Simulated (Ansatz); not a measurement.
# S started on a Zn site in zincblende ZnS, 64 atoms, charge −2

All numbers come from Ansatz (PAW, plane waves, no spin–orbit coupling) at the single k point (¼, ¼, ¼) without its symmetry partners. The atoms were relaxed with PBEsol in a fixed cell; other functionals are single points on those atoms unless said otherwise. The valence top and gap of the host come from its small cell on a dense mesh, with the band extrema sought between the mesh points, lined up by the mean potential, PBEsol gap 2.09 eV, HSE06 gap 3.46 eV. The charge correction uses an assumed dielectric constant of 8.3.

Cell: a = 10.713 Å, b = 10.713 Å, c = 10.713 Å, α = 90.00°, β = 90.00°, γ = 90.00°.

Nearest atoms after relaxation, from the placed atom (for vacancies from the middle of the vacant sites): S at 2.19 Å, Zn at 2.42 Å, Zn at 2.43 Å, S at 2.66 Å, S at 3.29 Å, S at 3.30 Å, S at 3.46 Å, S at 3.46 Å.

Chemical potentials μ are those of reference phases of the elements at zero temperature by the same functional (the usual solids, diamond for C, grey Sn, and the molecules H2, N2, O2, F2, Cl2, Br2 and S8).

| functional | E(defect) − E(host) − Σ nμ + q·E_VBM (eV) | monopole (eV) | alignment (eV) | formation energy at E_F = VBM (eV) | moment (μB) | wall time, shared host |
| --- | --- | --- | --- | --- | --- | --- |
| PBEsol | 5.95 | 0.92 | -0.08 | 6.79 | 0 (no spin) | 16 s on NVIDIA GB300 (relaxation) |

**Question.** Estimate the formation energy and moment that HSE06 gives on these atoms.

**Answer.** 8.93 eV at E_F = VBM (8.06 eV before the monopole term 0.92 eV and the alignment -0.05 eV), moment 0 (no spin).

**Question.** How does the monopole term follow by hand for this cubic cell?

**Answer.** q²·α·e²/(4πε₀)/(2εL) with the Madelung constant α = 2.837 and e²/4πε₀ = 14.40 eV·Å: 4 × 2.837 × 14.40 / (2 × 8.3 × 10.713) = 0.92 eV.

HSE06 one-electron levels near the gap (the ten most localised at most), from the host's valence top, not corrected for the charge's images:

```csv
level (eV),spin,filling,atoms sharing it,element of the atom with most weight
-0.19,both,2.00,24.6,spread
-0.01,both,2.00,10.2,S
0.57,both,2.00,5.2,S
0.78,both,2.00,4.9,S
```

All elements are taken at their own reference at once; growth conditions in equilibrium with the host shift these energies, by up to the host's formation enthalpy.

One k point and a cell of this size can leave errors of several tenths of an eV in such numbers.
